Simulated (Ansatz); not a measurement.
## AlAu2 under changes of volume

One of the cells (16.388 Å³/atom); the others are scaled copies at fixed shape and fractional positions:

```xyz
3
Lattice="-1.6715 1.6715 4.3991 1.6715 -1.6715 4.3991 1.6715 1.6715 -4.3991" Properties=species:S:1:pos:R:3 pbc="T T T"
Au    0.0000    0.0000    3.0242
Au    0.0000    0.0000    5.7740
Al    0.0000    0.0000    0.0000
```

The cell comes from a database or a generator and needn't be the stable form of this composition.

| Item | Value |
| --- | --- |
| Program | Ansatz 0.2.0 |
| Functional | r2SCAN |
| Potentials or basis | Ansatz PAW |
| Cutoff | 500 eV (not typed: the program's choice for these potentials) |
| k mesh | 11 × 11 × 11 |
| Occupations | fermi-dirac, width 0.05 eV |
| Spin | no spin polarisation |

```csv
volume (Å³/atom),energy over the lowest point (meV/atom),pressure (GPa),largest force (eV/Å)
15.405,31.11,11.0,0.116
15.732,?,?,?
16.060,3.01,3.2,0.039
16.388,0.00,-0.1,0.003
16.716,3.17,-2.9,0.029
17.043,11.74,-5.4,0.060
17.371,25.03,-7.5,0.087
```

What does the run at 15.732 Å³/atom give?

Energy over the lowest point 13.06 meV/atom; pressure 6.8 GPa; largest force 0.076 eV/Å.

Worked out: A Birch-Murnaghan fit of order 3 (a polynomial in V^(-2/3)) to the other rows has its minimum at 16.38 Å³/atom with B0 = V·E''(V) = 151 GPa and B' = 5.6 at fixed shape and positions, which overstates the stiffness. It gives 13.07 meV/atom at 15.732 Å³/atom, against the run's 13.06, and -dE/dV = 6.8 GPa, against 6.8.

Energies are extrapolated to zero smearing.

Caveats: the PAW data sets come from PBE, with cores solved anew for the run's functional, which leaves a small shift of forces and pressure.
